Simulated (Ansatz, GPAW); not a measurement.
# Ballistic transport through butadiene-1,4-dithiol between two Al chains, from relaxation to T(E), part 4 of 4

How well does butadiene-1,4-dithiol between two Al chains conduct once its atoms have relaxed, and how much do cheaper levels lose?

GPAW 26.7.0 and Ansatz 0.2.0; Ansatz plane waves; relaxation of the junction with the lead ends held; PAW set soft_1 (the session's first sound run).

So far, transmission at the Fermi level (one spin): step 3 (plane-wave reference (PBE)) 0.0344; step 5 (GPAW, szp: basis = "szp(dzp)", PBE, GPAW) 0.0369; step 6 (minimal basis, PBE, GPAW) 0.0397; step 7 (RPBE in the dzp basis: xc = "RPBE") 0.0377; step 8 (the structure as built: geometry = "as built", PBE, GPAW) 0.261. Also open channels of the lead at the Fermi level (one spin): 2 in steps 3, 4, 6 and 7.

### Step 10. The levels side by side

The curves are compared point by point over the common energies.

This step: comparison of transmission and cost over codes, levels and geometry; PAW set soft_1 (GPAW 26.7.0).

Ladder, by row:

| step | code | T at the Fermi level (sum over the listed spins) | conductance (G0) | r.m.s. T(E) from the first | wall time (s) | peak memory (GiB) | threads |
| --- | --- | --- | --- | --- | --- | --- | --- |
| pw-pbe | Ansatz | 0.03436 | 0.03409 | 0 | 90.46 | 3.54 | 4 |
| dzp | GPAW | 0.04026 | 0.03977 | 0.03635 | 147.1 | 1.53 | 1 |
| szp | GPAW | 0.03688 | 0.03643 | 0.1755 | 125.4 | 1.5 | 1 |
| sz | GPAW | 0.03968 | 0.03918 | 0.1564 | 78.61 | 1.36 | 1 |
| dzp-RPBE | GPAW | 0.03768 | 0.03727 | 0.04738 | 147.4 | 1.53 | 1 |
| asbuilt | GPAW | 0.2608 | 0.2574 | 0.07988 | 106.4 | 1.52 | 1 |

Table of transmission, zone mean, sum over the listed spins by energy, zero at the Fermi level:

| energy (eV) | pw-pbe | dzp | szp | sz | dzp-RPBE | asbuilt |
| --- | --- | --- | --- | --- | --- | --- |
| -2.000 | 3.3e-4 | 2.4e-4 | 3.0e-4 | 6.2e-4 | 2.1e-4 | 1.6e-4 |
| -1.800 | 6.3e-4 | 5.2e-4 | 6.2e-4 | 0.00249 | 4.3e-4 | 7.2e-5 |
| -1.600 | 6.6e-4 | 6.0e-4 | 3.1e-4 | 1.5e-12 | 4.5e-4 | 4.1e-5 |
| -1.400 | 2.4e-6 | 3.1e-6 | 5.2e-7 | 0 | 1.9e-7 | 1.9e-5 |
| -1.200 | 0 | 9.7e-13 | 7.1e-14 | 1.2e-13 | 8.8e-13 | 2.7e-13 |
| -1.000 | 0 | 3.5e-13 | 2.1e-13 | 2.5e-14 | 2.9e-13 | 2.8e-14 |
| -0.800 | 0 | 2.6e-12 | 2.5e-12 | 8.3e-13 | 2.0e-12 | 1.9e-14 |
| -0.600 | 0 | 1.7e-9 | 7.1e-11 | 1.6e-11 | 2.9e-9 | 3.4e-14 |
| -0.400 | 0 | 1.2e-10 | 2.6e-12 | 3.7e-10 | 1.3e-10 | 1.0e-7 |
| -0.200 | 0.0117 | 0.0139 | 0.00936 | 0.0114 | 0.0134 | 0.218 |
| 0.000 | 0.0344 | 0.0403 | 0.0369 | 0.0397 | 0.0377 | 0.261 |
| 0.200 | 0.0512 | 0.0561 | 0.0587 | 0.0604 | 0.0530 | 0.163 |
| 0.400 | 0.0790 | 0.0855 | 0.109 | 0.110 | 0.0821 | 0.116 |
| 0.600 | 0.115 | 0.121 | 0.173 | 0.179 | 0.118 | 0.105 |
| 0.800 | 0.135 | 0.136 | 0.212 | 0.218 | 0.133 | 0.111 |
| 1.000 | 0.140 | 0.138 | 0.246 | 0.248 | 0.133 | 0.130 |
| 1.200 | 0.153 | 0.145 | 0.310 | 0.304 | 0.138 | 0.161 |
| 1.400 | 0.190 | 0.169 | 0.453 | 0.420 | 0.159 | 0.208 |
| 1.600 | 0.280 | 0.231 | 0.745 | 0.651 | 0.214 | 0.282 |
| 1.800 | 0.477 | 0.372 | 0.997 | 0.947 | 0.341 | 0.406 |
| 2.000 | 0.772 | 0.623 | 0.898 | 0.964 | 0.576 | 0.609 |

### Step 11. Broadening 1e-06, mixing 0.15, mixing history 3: eta = 1e-06, beta = 0.15, nmaxold = 3 and temperature = 150

The broadening keeps the Green's functions finite; too large a value absorbs electrons where channels are open and leaks them where none are. Mixing changes the road to self-consistency, not its end. The mixing history changes the road to self-consistency, not its end. Temperature enters only through the Fermi window.

This step: GPAW LCAO, PAW setups; Landauer transmission from Green's functions with principal layers (ASE), zero bias (GPAW 26.7.0).

File run.py:

```python
import json
import numpy as np
from ase import Atoms
from ase.transport.calculators import TransportCalculator
from gpaw import GPAW, FermiDirac
from gpaw.lcao.tools import get_lcao_hamiltonian
from scipy.linalg import eigh

# The junction with lead layers at both ends, along the third cell vector
device = Atoms(
    ['Al', 'Al', 'Al', 'Al', 'Al', 'Al', 'Al', 'S', 'H', 'C', 'C', 'H', 'H', 'C', 'C', 'H', 'S', 'Al', 'Al', 'Al', 'Al', 'Al', 'Al', 'Al'],
    positions=[
        [5.50713, 4.50000, 1.20000],
        [5.50713, 4.50000, 3.60000],
        [5.50713, 4.50000, 6.00000],
        [5.50713, 4.50000, 8.40000],
        [5.50713, 4.50000, 10.80000],
        [4.13267, 4.52682, 12.97254],
        [5.11566, 4.47889, 15.40219],
        [3.48402, 4.53541, 16.95371],
        [6.19723, 4.51583, 18.37104],
        [4.08483, 4.50185, 18.60213],
        [5.35710, 4.49819, 19.07417],
        [3.25668, 4.48679, 19.31653],
        [7.77822, 4.48635, 20.23501],
        [5.67763, 4.47161, 20.47648],
        [6.94973, 4.46932, 20.94894],
        [4.83742, 4.45193, 21.17945],
        [7.54949, 4.43225, 22.59774],
        [5.91710, 4.51333, 24.14714],
        [6.89024, 4.45427, 26.58015],
        [5.50713, 4.50000, 28.74645],
        [5.50713, 4.50000, 31.14645],
        [5.50713, 4.50000, 33.54645],
        [5.50713, 4.50000, 35.94645],
        [5.50713, 4.50000, 38.34645]],
    cell=[[11.01426, 0.0, 0.0], [0.0, 9.0, 0.0], [0.0, 0.0, 39.54645]],
    pbc=True)

# One principal layer of the lead: the first 4 atoms of the device
lead = Atoms(
    ['Al', 'Al', 'Al', 'Al'],
    positions=[
        [5.50713, 4.50000, 1.20000],
        [5.50713, 4.50000, 3.60000],
        [5.50713, 4.50000, 6.00000],
        [5.50713, 4.50000, 8.40000]],
    cell=[[11.01426, 0.0, 0.0], [0.0, 9.0, 0.0], [0.0, 0.0, 9.6]],
    pbc=True)

settings = dict(mode='lcao', basis='dzp', xc='PBE', h=0.2,
                occupations=FermiDirac(0.1), maxiter=250,
                mixer=dict(beta=0.15, nmaxold=3, weight=100.0),
                convergence=dict(density=0.0001))
energies = np.arange(-2, 2 + 1e-9, 0.025)
eta = 1e-06
n1, n2 = 1, 1
# k and -k transmit alike, so half of the mesh across the current serves
mesh = [(i, j) for i in range(n1) for j in range(n2) if (i, j) <= (-i % n1, -j % n2)]
weights = np.array([1 if (i, j) == (-i % n1, -j % n2) else 2 for i, j in mesh]) / (n1 * n2)

# [... helper functions left out ...]
fermi_lead = ground_state(lead, (1, 1, 12), 'lead.txt')
fermi_device = ground_state(device, (1, 1, 2), 'device.txt')
# [... loop over the mesh left out, but for ...]
        # Shift the lead onto the potential of the device's first layer
        shift = ((H[:, 0, 0] - H0[:, 0, 0]) / S0[0, 0]).real.mean()
# [...]
kT = 8.617333e-5 * 150
bias = [0.1, 0.2, 0.5, 1.0, 1.5, 2.0]
# [... integrals and printing left out ...]
```

On the command line:

```console
$ OMP_NUM_THREADS=1 OPENBLAS_NUM_THREADS=1 python run.py
```

Log:

```text
basis functions: device 280, principal layer 52
Fermi level: lead -3.3196 eV, device -3.1609 eV; lead shifted by 0.0181 eV
largest coupling past the next layer 1.49e-15 eV, largest misfit of the first layer 0.062 eV
  E-E_F (eV)   T (one spin)  channels
    -2.000    2.4482e-04    1.0000
    -1.975    2.6912e-04    1.0000
    -1.950    2.9591e-04    1.0000
    -1.925    3.2546e-04    1.0000
    -1.900    3.5797e-04    1.0000
    -1.875    3.9359e-04    1.0000
    -1.850    4.3233e-04    1.0000
    -1.825    4.7396e-04    1.0000
    -1.800    5.1786e-04    1.0000
    -1.775    5.6285e-04    1.0000
    -1.750    6.0687e-04    1.0000
    -1.725    6.4677e-04    1.0000
    -1.700    6.7801e-04    1.0000
    -1.675    6.9472e-04    1.0000
    -1.650    6.9023e-04    1.0000
    -1.625    6.5845e-04    1.0000
[...]
1.825    3.9837e-01    3.0000
     1.850    4.2612e-01    3.0000
     1.875    4.5575e-01    3.0000
     1.900    4.8711e-01    3.0000
     1.925    5.1999e-01    3.0000
     1.950    5.5412e-01    3.0000
     1.975    5.8912e-01    3.0000
     2.000    6.2455e-01    3.0000
conductance at 150 K: 0.040256 G0 a cell; thermopower -8.138 uV/K
current from the zero-bias T(E) at 0.1 V: 0.31048 uA
current from the zero-bias T(E) at 0.2 V: 0.61297 uA
current from the zero-bias T(E) at 0.5 V: 1.4519 uA
current from the zero-bias T(E) at 1.0 V: 3.0786 uA
current from the zero-bias T(E) at 1.5 V: 5.4538 uA
current from the zero-bias T(E) at 2.0 V: 8.11 uA
```

Wall time 4.4 min (1 thread of Intel Xeon Platinum 8559C (Emerald Rapids), shared host); peak memory 1.3 GiB.

This step gave:

```
conductance                                    : 0.04026 G₀
thermopower                                    : -8.138 μV/K
largest coupling past the next principal layer : 1.49e-15 eV
largest misfit of the first principal layer    : 0.06197 eV
shift that aligns the lead                     : 0.01806 eV
transmission at the Fermi level (one spin)     : 0.04041
```

One spin. The transmission, zone mean by energy, zero at the Fermi level:

energy (eV), transmission, zone mean and a bar:
```
   -2.000      0.000 
   -1.900      0.000 
   -1.800      0.001 
   -1.700      0.001 
   -1.600      0.001 
   -1.500      0.000 
   -1.400      0.000 
   -1.300      0.000 
   -1.200      0.000 
   -1.100      0.000 
   -1.000      0.000 
   -0.900      0.000 
   -0.800      0.000 
   -0.700      0.000 
   -0.600      0.000 
   -0.500      0.000 
   -0.400      0.000 
   -0.300      0.005 
   -0.200      0.014 #
   -0.100      0.029 #
    0.000      0.040 ##
    0.100      0.048 ##
    0.200      0.056 ###
    0.300      0.069 ###
    0.400      0.086 ####
    0.500      0.105 #####
    0.600      0.121 ######
    0.700      0.132 ######
    0.800      0.137 #######
    0.900      0.138 #######
    1.000      0.138 #######
    1.100      0.140 #######
    1.200      0.145 #######
    1.300      0.154 #######
    1.400      0.169 ########
    1.500      0.193 #########
    1.600      0.231 ###########
    1.700      0.288 ##############
    1.800      0.373 ##################
    1.900      0.487 #######################
    2.000      0.625 ##############################
```

Crossings of the lead's bands, unfolded to its shortest repeat. The open channels, zone mean by energy, zero at the Fermi level:

energy (eV), open channels, zone mean and a bar:
```
   -2.000       1.00 ##########
   -1.900       1.00 ##########
   -1.800       1.00 ##########
   -1.700       1.00 ##########
   -1.600       1.00 ##########
   -1.500       1.00 ##########
   -1.400       1.00 ##########
   -1.300       1.00 ##########
   -1.200       0.00 
   -1.100       0.00 
   -1.000       0.00 
   -0.900       0.00 
   -0.800       0.00 
   -0.700       0.00 
   -0.600       0.00 
   -0.500       0.00 
   -0.400       0.00 
   -0.300       2.00 ####################
   -0.200       2.00 ####################
   -0.100       2.00 ####################
    0.000       2.00 ####################
    0.100       2.00 ####################
    0.200       2.00 ####################
    0.300       2.00 ####################
    0.400       2.00 ####################
    0.500       2.00 ####################
    0.600       2.00 ####################
    0.700       2.00 ####################
    0.800       2.00 ####################
    0.900       2.00 ####################
    1.000       3.00 ##############################
    1.100       3.00 ##############################
    1.200       3.00 ##############################
    1.300       3.00 ##############################
    1.400       3.00 ##############################
    1.500       3.00 ##############################
    1.600       3.00 ##############################
    1.700       3.00 ##############################
    1.800       3.00 ##############################
    1.900       3.00 ##############################
    2.000       3.00 ##############################
```

Not self-consistent under bias; the bias window is split evenly. Table of current through one cell, from the zero-bias transmission by bias:

| bias (V) | current through one cell, from the zero-bias transmission (μA) |
| --- | --- |
| 0.100 | 0.310 |
| 0.200 | 0.613 |
| 0.500 | 1.45 |
| 1.000 | 3.08 |
| 1.500 | 5.45 |
| 2.000 | 8.11 |

The transmission of the three most open eigenchannels by energy, zero at the Fermi level:

| energy (eV) | channel 1 | channel 2 | channel 3 |
| --- | --- | --- | --- |
| -2.000 | 2.4e-4 | 0 | 0 |
| -1.900 | 3.6e-4 | 0 | 0 |
| -1.800 | 5.2e-4 | 0 | 0 |
| -1.700 | 6.8e-4 | 0 | 0 |
| -1.600 | 6.0e-4 | 0 | 0 |
| -1.500 | 1.8e-4 | 0 | 0 |
| -1.400 | 3.0e-6 | 0 | 0 |
| -1.300 | 2.5e-6 | 0 | 0 |
| -1.200 | 0 | 0 | 0 |
| -1.100 | 0 | 0 | 0 |
| -1.000 | 0 | 0 | 0 |
| -0.900 | 0 | 0 | 0 |
| -0.800 | 0 | 0 | 0 |
| -0.700 | 0 | 0 | 0 |
| -0.600 | 0 | 0 | 0 |
| -0.500 | 0 | 0 | 0 |
| -0.400 | 0 | 0 | 0 |
| -0.300 | 0.00413 | 3.7e-4 | 0 |
| -0.200 | 0.0131 | 9.0e-4 | 0 |
| -0.100 | 0.0269 | 0.00191 | 0 |
| 0.000 | 0.0370 | 0.00344 | 0 |
| 0.100 | 0.0428 | 0.00505 | 0 |
| 0.200 | 0.0499 | 0.00635 | 0 |
| 0.300 | 0.0612 | 0.00746 | 0 |
| 0.400 | 0.0771 | 0.00857 | 0 |
| 0.500 | 0.0950 | 0.00969 | 0 |
| 0.600 | 0.110 | 0.0107 | 0 |
| 0.700 | 0.120 | 0.0113 | 0 |
| 0.800 | 0.125 | 0.0115 | 0 |
| 0.900 | 0.127 | 0.0112 | 0 |
| 1.000 | 0.128 | 0.0104 | 2.3e-8 |
| 1.100 | 0.130 | 0.00994 | 4.3e-8 |
| 1.200 | 0.135 | 0.00945 | 3.9e-8 |
| 1.300 | 0.145 | 0.00867 | 1.6e-8 |
| 1.400 | 0.162 | 0.00746 | 6.7e-11 |
| 1.500 | 0.187 | 0.00595 | 5.1e-8 |
| 1.600 | 0.226 | 0.00443 | 2.9e-7 |
| 1.700 | 0.285 | 0.00316 | 8.9e-7 |
| 1.800 | 0.370 | 0.00222 | 2.1e-6 |
| 1.900 | 0.486 | 0.00160 | 4.2e-6 |
| 2.000 | 0.623 | 0.00119 | 7.4e-6 |

With these changes, and at 150 K in place of 300 K, the conductance is 0.0403 G₀ against 0.0398 in the dzp run; T at the Fermi level, which temperature doesn't enter, is 0.0404 against 0.0403.

### Step 12. Outcome

```json
{"conductance": "0.0398 G₀", "transmission at the Fermi level, mean of the spins": "0.0403", "thermopower": "-17.3 μV/K", "open channels of the lead there": "2"}
```

What this shows: In the dzp basis the junction conducts 0.0398 G₀ at 300 K, with T = 0.0403 a spin at the Fermi level; the sz basis reaches that conductance within 10 %. Relaxation moved atoms by up to 1.4 Å and took the conductance from 0.257 to 0.0398 G₀, as a ratio a larger change than the step from dzp to the minimal basis. Plane waves (PBE) give T = 0.0344 there. The scatterer reflects about 98 % of the incoming channels at the Fermi level. The negative thermopower says that the thermally weighted transmission is larger above the Fermi level, as for electron-like transport. Measured against the first run (pw-pbe), the nearest curve is that of dzp (r.m.s. 0.036) and the farthest that of szp (0.18). Over the compared runs wall time goes from 79 s (sz) to 147 s (dzp-RPBE), on a shared host; the plane-wave run used 4 threads and the orbital runs 1. The leads kept an estimated spacing and the cell its length, so the junction may be under some tension or compression. Semilocal functionals put molecular levels too near the Fermi level, so such conductances usually come out too high, and chain electrodes have a sharper density of states than real ones. An evenly spaced straight chain is an idealisation: free chains tend to dimerise, zigzag or, where a band edge lies near the Fermi level, turn magnetic. The currents use the zero-bias T(E) throughout, which holds only while the bias is small against the distance to the nearest feature.

[Logs are printed without paths, hosts, clocks, repeated set-up lines and the standing remarks that a program may print on its own settings, such as how far it seeks lower states.]

[Hosts, paths, dates, database ids (printed as entryN), source tags and the programs' standing remarks are cut or masked in the printed files.]
